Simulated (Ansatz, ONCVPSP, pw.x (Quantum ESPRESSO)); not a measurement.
Equation-of-state test of one ONCV potential (nitrogen (N))

N (Z = 7), optimised norm-conserving Vanderbilt (ONCV), made with ONCVPSP 4.0.1.1 (patched build) (PBE, scalar-relativistic). Core [He], reference 2s2 2p3. Waves: 2s: rc 0.94 bohr, ncon 4, nbas 7, qcut 8.3 1/bohr, local; 2p: rc 2.50 bohr, ncon 4, nbas 8, qcut 6.3 1/bohr, 1 projector; d scattering state at 0.38 Ha: rc 2.70 bohr, ncon 5, nbas 9, qcut 3.8 1/bohr, 2 projectors, debl 0.5 Ha. Local part: the s channel. Core correction: none.

Atomic tests: cutoffs needed: 29 Ha and 56 Ha (the cutoffs (Ha) at which the residual kinetic energy of the hardest occupied pseudo-wave falls to 1 and 0.1 mHa per electron); ghost test: no bound ghost flagged; no localised positive-energy state flagged; largest excitation error: +3320 meV (all-electron minus pseudo) for 2s2 2p0, out of 4 test configurations.

Crystal test: bcc N in pw.x 7.5, no spin, 18³ k-points, Fermi–Dirac smearing 0.01 Ry, cutoffs 130/520 Ry. The reference is all-electron LAPW (Ansatz 0.2.0) with the same functional, mesh and smearing; V0 and B0 come from Birch–Murnaghan fits to the pressures at five volumes. Errors are pseudo minus all-electron; Δ is the rms difference of the E(V) curves that follow from these fits, minima aligned, over ±6 % about the mean V0. Mesh and smearing are coarse, so the numbers serve the comparison and aren't converged zero-temperature values; the lattice is a test structure that the element need not adopt. Spin polarisation is left out.

| V (Å³/atom) | P all-electron (GPa) | P pseudo (GPa) |
| --- | --- | --- |
| 6.885 | 10.40 | 16.12 |
| 7.066 | 4.82 | 10.23 |
| 7.247 | -0.09 | 5.04 |
| 7.428 | -4.43 | 0.43 |
| 7.609 | -8.24 | -3.65 |

All-electron: a0 = 2.438 Å (V0 = 7.24 Å³/atom), B0 = 184.8 GPa.

Pseudopotential: mean pressure error (GPa): +5.14; a0 (Å): 2.460; a0 error (%): +0.93; B0 error (%): -4.9; Δ (meV/atom): 8.0. The largest radius (2.70 bohr) exceeds half the bond length (2.00 bohr), so the spheres overlap, which is one possible source of error among others. This is a poor potential for the solid.

**Question.** At the middle volume, how do free energy and pressure move when the wave cutoff is lowered (ecutrho kept at four times it)?

**Answer.**

| cutoff (Ry) | shift of F (meV/atom) | shift of P (GPa) |
| --- | --- | --- |
| 58 | +63.1 | -7.41 |
| 78 | +5.0 | -0.16 |
| 104 | +3.1 | -0.07 |

Input at the middle volume:

```
&control
  calculation='scf', prefix='x', pseudo_dir='./', outdir='./tmp', tstress=.true., disk_io='none'
/
&system
  ibrav=0, nat=1, ntyp=1, ecutwfc=130, ecutrho=520, nbnd=9,
  occupations='smearing', smearing='fd', degauss=0.01
/
&electrons
  conv_thr=1e-09, mixing_beta=0.4, electron_maxstep=70
/
ATOMIC_SPECIES
N 1.0 N.UPF
CELL_PARAMETERS angstrom
  -1.21908154 1.21908154 1.21908154
  1.21908154 -1.21908154 1.21908154
  1.21908154 1.21908154 -1.21908154
ATOMIC_POSITIONS crystal
N 0.0000 0.0000 0.0000
K_POINTS automatic
18 18 18 0 0 0
```

```bash
pw.x < N.scf.in > N.scf.out
```

Lines of the output:

```
Message from routine setup:
     using ibrav=0 with symmetry is DISCOURAGED, use correct ibrav instead
     lattice parameter (alat)  =       3.9902  a.u.
     unit-cell volume          =      48.9052 (a.u.)^3
     number of electrons       =         5.00
     number of Kohn-Sham states=            9
     kinetic-energy cutoff     =     130.0000  Ry
     charge density cutoff     =     520.0000  Ry
     scf convergence threshold =      1.0E-09
     Exchange-correlation= PBE
     number of k points=   195  Fermi-Dirac smearing, width (Ry)=  0.0100
     iteration #  1     ecut=   130.00 Ry     beta= 0.40
     total energy              =     -19.10969894 Ry
     estimated scf accuracy    <       0.00024590 Ry
     iteration #  2     ecut=   130.00 Ry     beta= 0.40
     total energy              =     -19.10980839 Ry
     estimated scf accuracy    <       0.00009452 Ry
     iteration #  3     ecut=   130.00 Ry     beta= 0.40
     total energy              =     -19.10981704 Ry
     estimated scf accuracy    <       0.00000039 Ry
     iteration #  4     ecut=   130.00 Ry     beta= 0.40
     total energy              =     -19.10981711 Ry
     estimated scf accuracy    <          9.4E-09 Ry
     iteration #  5     ecut=   130.00 Ry     beta= 0.40
     the Fermi energy is     9.2494 ev
!    total energy              =     -19.10981711 Ry
     estimated scf accuracy    <          1.6E-10 Ry
     smearing contrib. (-TS)   =      -0.00252259 Ry
     The total energy is F=E-TS. E is the sum of the following terms:
     one-electron contribution =       3.90829224 Ry
     hartree contribution      =       1.34984366 Ry
     xc contribution           =      -4.61901331 Ry
     ewald contribution        =     -19.74641711 Ry
     convergence has been achieved in   5 iterations
          total   stress  (Ry/bohr**3)                   (kbar)     P=       50.36
     Message from routine punch:
     Nothing written, as per user request (disk_io='none')
```

The run at the middle volume (195 k-points, 5 iterations) took about 34 s on one core of a shared host (Neoverse-N1, 64 threads, 124 GiB, load 56).
